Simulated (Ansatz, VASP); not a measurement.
This is a calculation of Ge for VASP 6.6.1.

Contents of INCAR:

```
SYSTEM = Ge
PREC = Accurate
ENCUT = 520
EDIFF = 1E-7
ISMEAR = -1
SIGMA = 0.05
LREAL = .FALSE.
LASPH = .TRUE.
NELM = 80
ALGO = Normal
ISIF = 2
LWAVE = .FALSE.
LCHARG = .FALSE.
GGA = PE
NBANDS = 21
```

Contents of KPOINTS:

```
Automatic mesh
0
G
  8 8 8
  0 0 0
```

The input POSCAR:

```
Ge
1.0
    0.0000000000      2.8099234548      2.8099234548
    2.8099234548      0.0000000000      2.8099234548
    2.8099234548      2.8099234548      0.0000000000
Ge
2
Direct
    0.7500000000      0.7500000000      0.7500000000
    0.5000000000      0.5000000000      0.5000000000
```

Potentials or basis: VASP PAW PBE potentials, release 64 (Ge_d).

The run is started by

```sh
$ cat potpaw_PBE.64/Ge_d/POTCAR > POTCAR
$ mpirun -np 1 vasp_std > vasp.out
```

Problem. Set up the same calculation for Ansatz 0.2.0. Potentials there: Ansatz PAW.

Solution. As run (the cutoff follows the program's own potentials):

Contents of input.yaml:

```yaml
crystal:
  lattice:
    - [0.0, 2.8099234548, 2.8099234548]
    - [2.8099234548, 0.0, 2.8099234548]
    - [2.8099234548, 2.8099234548, 0.0]
  atoms:
    - { symbol: Ge, position: [0.75, 0.75, 0.75] }
    - { symbol: Ge, position: [0.5, 0.5, 0.5] }
hamiltonian:
  xc: pbe
  pseudopotentials: { kind: paw }
kpoints:
  mp_grid: { grid: [8, 8, 8] }
scf:
  occupations: { method: fermi_dirac, width: 0.05 }
output:
  forces: true
  stress: true
  eigenvalues: true
```

Potentials or basis: Ansatz PAW.

Command:

```bash
$ ansatz run input.yaml --threads 1 --pin off --max-ram 3584MiB --backend cpu --events-out ev --progress --plain --runs-dir out
```

Both were run:

|  | VASP | Ansatz | Ansatz less VASP |
| --- | --- | --- | --- |
| gap on the k mesh at the Fermi level (eV) | 0.22 | 0.22 | -0.006 |
| least direct gap on the mesh (eV) | 0.22 | 0.22 | -0.006 |
| pressure (GPa) | 5.1 | 5.2 | +0.07 |

The functional is the same, so the differences come from potentials, cutoffs and numerics.

A k mesh can miss the band edges.
